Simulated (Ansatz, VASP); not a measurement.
# TiTe2 in two plane-wave programs

Wanted: the spread between two codes on one cell, functional and k mesh.

Method: plane waves, with VASP 6.6.1 beside it; single point at PBE, in Ansatz 0.2.0.

## Step 1: Set-up

Symmetry: P-3m1, No. 164, trigonal system. Conventional cell: a = 3.777 Å, b = 3.777 Å, c = 6.498 Å, α = 90.00°, β = 90.00°, γ = 120.00°. Te has 3 Ti at 2.77 Å nearest. Nearest to Ti lie 6 Te at 2.77 Å. Farther neighbours and most contacts between anions are not listed.

Coordinates:

```cif
data_structure
_symmetry_space_group_name_H-M 'P-3m1'
_symmetry_Int_Tables_number 164
_cell_length_a 3.7770
_cell_length_b 3.7770
_cell_length_c 6.4980
_cell_angle_alpha 90.000
_cell_angle_beta 90.000
_cell_angle_gamma 120.000
_cell_volume 80.28
loop_
_atom_site_label
_atom_site_type_symbol
_atom_site_symmetry_multiplicity
_atom_site_Wyckoff_symbol
_atom_site_fract_x
_atom_site_fract_y
_atom_site_fract_z
_atom_site_occupancy
Te1 Te 2 d 0.33333 0.66667 0.73720 1
Ti1 Ti 1 a 0.00000 0.00000 0.00000 1
```

## Step 2: VASP: single point, PBE

With cell and atoms fixed, the geometry can't cause a difference; cores, projectors, grids and the points listed under the comparison can.

Lines of VASP's logs that name or quote its potential files are left out, and so is its time.

The input, INCAR:

```
SYSTEM = TiTe2
PREC = Accurate
ENCUT = 400
EDIFF = 1E-06
NELM = 100
ISMEAR = -1
SIGMA = 0.05
LREAL = .FALSE.
ALGO = Normal
GGA = PE
LORBIT = 11
LWAVE = .FALSE.
LCHARG = .FALSE.
ISIF = 2
```

The input, POSCAR:

```
TiTe2
1.0
    3.7770000000      0.0000000000      0.0000000000
   -1.8885000000      3.2709779501      0.0000000000
    0.0000000000      0.0000000000      6.4980000000
Te Ti
2 1
Direct
    0.3333333333      0.6666666667      0.7372000000
    0.6666666667      0.3333333333      0.2628000000
    0.0000000000      0.0000000000      0.0000000000
```

The input, KPOINTS:

```
Automatic mesh
0
Gamma
8 8 4
0 0 0
```

Potentials, in the order of the species: Te and Ti_sv (PBE family, release 64).

Launch:

```console
mpirun -np 1 vasp_std
```

Numbers of over 12 decimals in the logs are rounded to 6 here.

The log of the run:

```text
[banner, memory and clock lines left out]
running    1 mpi-ranks, on    1 nodes
 distrk:  each k-point on    1 cores,    1 groups
 distr:  one band on    1 cores,    1 groups

 POSCAR found type information on POSCAR TeTi
 POSCAR found :  2 types and       3 ions
 LDA part: xc-table for (Slater+PW92), standard interpolation
 POSCAR, INCAR and KPOINTS ok, starting setup
 FFT: planning ... GRIDC
 FFT: planning ... GRID_SOFT
 FFT: planning ... GRID
 WAVECAR not read
 entering main loop
       N       E                     dE             d eps       ncg     rms          rms(c)
DAV:   1     0.155378141023E+03    0.15538E+03   -0.95445E+03  1128   0.116E+03
DAV:   2    -0.508657760809E+01   -0.16046E+03   -0.15947E+03  1328   0.306E+02
DAV:   3    -0.181146520132E+02   -0.13028E+02   -0.12341E+02  1792   0.810E+01
DAV:   4    -0.184435715399E+02   -0.32892E+00   -0.32871E+00  1400   0.136E+01
DAV:   5    -0.184598489579E+02   -0.16277E-01   -0.16277E-01  1800   0.258E+00    0.121E+01
DAV:   6    -0.186402597525E+02   -0.18041E+00   -0.53913E+01  1520   0.445E+01    0.149E+01
DAV:   7    -0.164573970618E+02    0.21829E+01   -0.40899E+01  1544   0.370E+01    0.519E+00
DAV:   8    -0.162107192096E+02    0.24668E+00   -0.18790E+00  1368   0.971E+00    0.189E+00
DAV:   9    -0.162334610746E+02   -0.22742E-01   -0.39245E-01  1504   0.406E+00    0.159E+00
DAV:  10    -0.162167018045E+02    0.16759E-01   -0.50983E-01  1424   0.481E+00    0.955E-01
DAV:  11    -0.162092447490E+02    0.74571E-02   -0.41480E-02  1400   0.149E+00    0.444E-01
DAV:  12    -0.162091115908E+02    0.13316E-03   -0.86259E-04  1432   0.216E-01    0.290E-01
DAV:  13    -0.162089115438E+02    0.20005E-03   -0.10224E-03  1696   0.202E-01    0.680E-02
DAV:  14    -0.162089048995E+02    0.66443E-05   -0.25190E-05  1280   0.398E-02    0.447E-02
DAV:  15    -0.162089006578E+02    0.42417E-05   -0.92740E-06  1272   0.211E-02    0.332E-02
DAV:  16    -0.162088980130E+02    0.26448E-05   -0.17368E-05  1400   0.285E-02    0.598E-03
DAV:  17    -0.162088982058E+02   -0.19280E-06   -0.51027E-07   592   0.534E-03
   1 F= -.16208898E+02 E0= -.16203171E+02  d E =-.114546E-01
```

From OUTCAR (step 2):

```text
ion  position               nearest neighbor table
   1  0.333  0.667  0.737-   3 2.77   3 2.77   3 2.77
   2  0.667  0.333  0.263-   3 2.77   3 2.77   3 2.77
   3  0.000  0.000  0.000-   1 2.77   2 2.77   2 2.77   1 2.77   2 2.77   1 2.77

  LATTYP: Found a hexagonal cell.
 ALAT       =     3.7770000000
 C/A-ratio  =     1.7204130262

 Subroutine GETGRP returns: Found 12 space group operations
 (whereof 12 operations were pure point group operations)

The static configuration has the point symmetry D_3d.

 Found     35 irreducible k-points:

   k-points           NKPTS =     35   k-points in BZ     NKDIM =     35   number of bands    NBANDS=     16

   dimension x,y,z NGX =    28 NGY =   28 NGZ =   42
   dimension x,y,z NGXF=    56 NGYF=   56 NGZF=   84

   ENCUT  =  400.0 eV  29.40 Ry    5.42 a.u.   6.16  6.16 10.60*2*pi/ulx,y,z

   NELECT =      24.0000    total number of electrons

 k-points in reciprocal lattice and weights: Automatic mesh
   0.00000000  0.00000000  0.00000000       0.004
   0.12500000  0.00000000  0.00000000       0.023
   0.25000000  0.00000000  0.00000000       0.023
   0.37500000  0.00000000  0.00000000       0.023
   0.50000000  0.00000000  0.00000000       0.012
   0.12500000  0.12500000  0.00000000       0.023
   0.25000000  0.12500000  0.00000000       0.047
   0.37500000  0.12500000  0.00000000       0.047
   0.25000000  0.25000000  0.00000000       0.023
[...]
0.25000000  0.25000000  0.50000000       0.023
   0.37500000  0.25000000  0.50000000       0.023

 average (electrostatic) potential at core
       1 -87.3518       2 -87.3518       3 -74.7465

 E-fermi :   6.8070

 k-point     1 :       0.0000    0.0000    0.0000
  band No.  band energies     occupation
    ...
      5      -5.5803      2.00000
      6      -4.0794      2.00000
      7       1.6027      2.00000
      8       5.1398      2.00000
      9       5.1398      2.00000
     10       7.1634      0.00160
     11       7.2107      0.00062
     12       7.2107      0.00062
     13       7.3978      0.00001
     14       7.8909      0.00000
    ...

 k-point     2 :       0.1250    0.0000    0.0000
  band No.  band energies     occupation
    ...
      7       1.8134      2.00000
      8       4.7269      2.00000
      9       5.1624      2.00000
     10       6.1877      1.99999
     11       6.7617      1.42399
     12       7.1235      0.00356
     13       7.2056      0.00069
     14       7.8404      0.00000
     15       8.0828      0.00000
     16       9.5455      0.00000

 k-point     3 :       0.2500    0.0000    0.0000
  band No.  band energies     occupation
    ...
      8       3.7737      2.00000
      9       4.4560      2.00000
     10       5.1808      2.00000
     11       6.1639      1.99999
     12       6.2518      1.99997
     13       7.0108      0.03338
     14       8.0037      0.00000
     15       8.0611      0.00000
     16       9.7247      0.00000

  Total        0.2938901      0.2938901      0.5827996      0.0000000      0.0000000     -0.0000000
  in kB        5.8653139      5.8653139     11.6312266      0.0000000      0.0000000     -0.0000000
  external PRESSURE =       7.7872848 kB  Pullay stress =       0.0000000 kB

  energy-cutoff  :      400.00
  volume of cell :       80.28
      direct lattice vectors                 reciprocal lattice vectors
     3.777000000  0.000000000  0.000000000     0.264760392  0.152859484  0.000000000
    -1.888500000  3.270977950  0.000000000     0.000000000  0.305718967  0.000000000
     0.000000000  0.000000000  6.498000000     0.000000000  0.000000000  0.153893506

 POSITION                                       TOTAL-FORCE (eV/Angst)
 -----------------------------------------------------------------------------------
     -0.00000      2.18065      4.79033         0.000000      0.000000     -0.026916
      1.88850      1.09033      1.70767        -0.000000     -0.000000      0.026916
      0.00000      0.00000      0.00000        -0.000000      0.000000      0.000000
 -----------------------------------------------------------------------------------
    total drift:                                0.000000     -0.000000     -0.000000

  FREE ENERGIE OF THE ION-ELECTRON SYSTEM (eV)
  ---------------------------------------------------
  free  energy   TOTEN  =       -16.2088982058 eV

  energy  without entropy=      -16.1974435987  energy(sigma->0) =      -16.20317090

 total charge
# of ion       s       p       d       tot
------------------------------------------
    1        1.383   1.996   0.038   3.417
    2        1.383   1.996   0.038   3.417
    3        2.166   6.121   1.872  10.158
--------------------------------------------------
tot          4.932  10.114   1.948  16.993

[... 3 further parts left out ...]
```

The run ends at a pressure of 0.78 GPa, with forces up to 0.027 eV/Å.

## Step 3: Ansatz: single point, PBE

Ansatz runs on its default PAW (the set named soft_2) files.

The same cell, functional, mesh and smearing now go to Ansatz, which takes its cutoff from its data sets.

The input, input.yaml:

```yaml
crystal:
  lattice:
    - [3.777, 0.0, 0.0]
    - [-1.8885, 3.2709779501, 0.0]
    - [0.0, 0.0, 6.498]
  atoms:
    - { symbol: Te, position: [0.3333333333, 0.6666666667, 0.7372] }
    - { symbol: Te, position: [0.6666666667, 0.3333333333, 0.2628] }
    - { symbol: Ti, position: [0.0, 0.0, 0.0] }
hamiltonian:
  xc: pbe
  pseudopotentials: { kind: paw }
kpoints:
  mp_grid: { grid: [8, 8, 4] }
scf:
  occupations: { method: fermi_dirac, width: 0.05 }
  n_extra_bands: 4
output:
  forces: true
  stress: true
  eigenvalues: true
```

Launch:

```console
ansatz run input.yaml --threads 2 --pin off --max-ram 4608MiB --backend cpu --events-out ev --progress --plain --runs-dir out
```

The log of the run:

```text
scf.n_extra_bands = 4 over 22 filled bands (N_el = 44.0): the run solves 26 bands
Engine: ansatz 0.2.0, aarch64-unknown-linux-gnu
Pseudopotentials: kind: paw
Pseudopotential: Te, paw, valence charge 16, recommended cutoff 420 eV (normal), Te.paw.azcp
Pseudopotential: Ti, paw, valence charge 12, recommended cutoff 420 eV (normal), Ti.paw.azcp
Functional definition: PBE
  parameter kappa = 0.804
  parameter beta = 0.066725
  exchange = pbe_x(kappa = kappa, mu = beta*pi^2/3)
  correlation = pbe_c(beta = beta)
Crystal: 3 atoms, lattice volume = 80.279 Å³
Basis set: ecut = 420 eV, 1581 PW (Γ), exchange–correlation on 54×54×90 points (8 copies of the dense FFT grid, shifted against one another)
Bands: 26, of which v1, the nominal top of the filled ones, is band 22 counted from 1 (21 counted from 0)
Symmetry: 12 space group operations
Space group: P-3m1 (ITA 164), of the structure as read, at distance tolerance 4.3e-5 Å
k-points: 35 of 256
Non-local potential: Te, projectors of the file, l = 0: 2, l = 1: 2, l = 2: 2, l = 3: 2
Non-local potential: Ti, projectors of the file, l = 0: 3, l = 1: 2, l = 2: 3, l = 3: 1
PAW form: soft (Blöchl's): semilocal exchange-correlation on the pseudo side does not see the compensation charge
PAW one-centre angular grid: Te, 590 points (default); XC on 64 Gauss nodes
PAW one-centre angular grid: Ti, 590 points (default); XC on 64 Gauss nodes
Initial density: superposition of atomic densities (neutral atoms: chi_scale 0, normalization atom), corrected by the library's trained network
Initial wavefunctions: pseudopotential atomic-orbital guess
Functional: x = pbe(κ = 0.804, μ = 0.219515), c = pbe(β = 0.066725)
SCF iter   1: F=—  HF=-16461.684626 eV  |F-HF|=—  |Δ(HF+E_count)|=         —  Δρ=3.15e-3  dr2=1.42e-2  ethr=1.77e-3  ⟨swp⟩=6.0  Hψ=4068  notcnv=0
preconditioner: auto → LDOS  [metal: Δε(μ)=0.058 eV  Ē_g=5.987 eV  σ=0.050 eV  W_gap=0.28  n_scr=22 (ndim 8)  ℏωp=16.6 eV  f_vac=0.014  D(μ)=1.36/eV (n_scr^D=2)  β→1.0]
SCF iter   2: F=—  HF=-16461.684958 eV  |F-HF|=—  |Δ(HF+E_count)|=   3.32e-4  Δρ=3.37e-3  dr2=1.79e-2  ethr=3.22e-5  ⟨swp⟩=2.1  Hψ=2008  notcnv=0
SCF iter   3: F=—  HF=-16461.682932 eV  |F-HF|=—  |Δ(HF+E_count)|=   2.03e-3  Δρ=4.96e-4  dr2=4.27e-4  ethr=3.22e-5  ⟨swp⟩=2.0  Hψ=1176  notcnv=0
SCF iter   4: F=—  HF=-16461.682918 eV  |F-HF|=—  |Δ(HF+E_count)|=   1.40e-5  Δρ=1.23e-4  dr2=2.34e-5  ethr=9.70e-7  ⟨swp⟩=2.0  Hψ=1097  notcnv=0
SCF iter   5: F=—  HF=-16461.682899 eV  |F-HF|=—  |Δ(HF+E_count)|=   1.90e-5  Δρ=3.82e-5  dr2=2.49e-6  ethr=5.31e-8  ⟨swp⟩=2.0  Hψ=1642  notcnv=0
SCF iter   6: F=-16461.682899 eV  HF=-16461.682899 eV  |F-HF|=3.61e-8  |Δ(HF+E_count)|=   1.82e-7  Δρ=1.01e-5  dr2=4.38e-8  ethr=2.27e-10  ⟨swp⟩=4.6  Hψ=4462  notcnv=0
SCF 1 converged in 6 iterations: F = -16461.682899 eV  dr2 = 4.38e-8
  greatest PAW one-centre occupation: 0.999 electrons in one spin orbital (limit 2), on the Ti atom at site 2 (counted from 0), in its partial waves of l = 0
SCF converged after 6 iterations
Free energy (F): -16461.682899 eV
Harris-Foulkes:  -16461.682899 eV  (|F-HF|=3.61e-8)
Internal energy: -16461.671466 eV  (E = F + TS)
E sigma→0 (E₀):  -16461.677182 eV
Entropy (-TS):   -0.011433 eV (-3.811 meV/atom)
Fermi energy:    10.260542 eV
--- Per-component energies (eV) ---
  E_band       = -668.413531
  E_kinetic    = 633.174698
  E_local      = -3434.130782  (includes V_loc(G=0)·N_el)
  E_nonlocal   = -611.962292
  E_hartree    = 2003.329103
  E_xc         = -346.538816
  E_vxc        = -330.939785  (∫ρ·V_xc dr)
  E_paw        = -10372.601463  (= ΣΔE_a)
  E_vpaw       = -931.218233  (= ΣTr[D̂ρ^β])
  E_aug_tail   = -0.000223  (compensation charges beyond the density's cutoff)
  E_ewald      = -4332.941691
  E_smearing   = -0.011433  (= −TS)
  E_closure    = -0.000000  (closes the sum)
  Σ components = -16461.682899   (vs F -16461.682899, Δ=0.00e0)
--- Forces (eV/Å), atoms counted from 1 ---
  atom   1  Te     0.00000000    -0.00000000    -0.01198152
  atom   2  Te     0.00000000     0.00000000     0.01198152
  atom   3  Ti     0.00000000     0.00000000     0.00000000
  max |Σ_I F_I| component: 1.73e-18 eV/Å
--- Stress (GPa, compression-positive) ---
        0.720283      -0.000000      -0.000000
        0.000000       0.720283      -0.000000
       -0.000000      -0.000000       1.282254
  P = ⅓ Tr σ = 0.9076 GPa (9.076 kbar)
--- Band table (eV; the first three rows and the last of 35) ---
  k-point 0: bands = [... 18 lower, 8.5930, 10.6211, 10.6686, 10.6686, 10.8404, 11.3389, 11.3389, 13.3275]
  k-point 1: bands = [... 18 lower, 8.6278, 9.2526, 10.6628, 10.6628, 11.1720, 11.1720, 11.2178, 13.5482]
  k-point 2: bands = [... 18 lower, 8.6648, 8.6648, 10.6580, 10.6580, 11.0221, 11.0221, 11.2914, 13.7579]
  k-point 34: bands = [... 18 lower, 7.0473, 7.2814, 8.4644, 8.7160, 10.9734, 11.3714, 11.4415, 12.8957]
```

Wall time 3.8 s (2 threads of Arm Neoverse N1, shared host); peak memory 0.38 GiB; 7.1 s of CPU time.

The run ends at a pressure of 0.91 GPa, with forces up to 0.012 eV/Å.

## Step 4: Differences

Known differences besides the potentials themselves: the data sets hold 44 valence electrons in Ansatz (default PAW (the set named soft_2) files) and 24 in VASP; the cutoff is 420 eV in Ansatz and 400 eV in VASP; VASP leaves aspherical gradient terms in its spheres out (LASPH is not set), Ansatz keeps them. Total energies have different zeros and are not compared.

The two programs side by side:

| quantity | Ansatz | VASP | difference |
| --- | --- | --- | --- |
| pressure (GPa) | 0.91 | 0.78 | +0.13 |

At this near-relaxed geometry the largest component of a force difference is 15 meV/Å.

## Step 5: Summary of results

```json
{
  "difference in pressure (single point, PBE)": "0.13 GPa",
  "r.m.s. force difference (single point, PBE)": "7.0 meV/Å"
}
```

The r.m.s. force difference is 7.0 meV/Å (single point, PBE), within the 12 meV/Å picked in this series as the mark of a large difference. How closely two codes agree says nothing of how well the functional describes the real material.

[Lines on the potential files, build, host, timing and source positions are cut from VASP's logs without a mark.]

[Logs are printed without paths, hosts, clocks, repeated set-up lines and the standing remarks that a program may print on its own settings, such as how far it seeks lower states.]

[Hosts, paths, dates, database ids (printed as entryN), source tags and the programs' standing remarks are cut or masked in the printed files.]
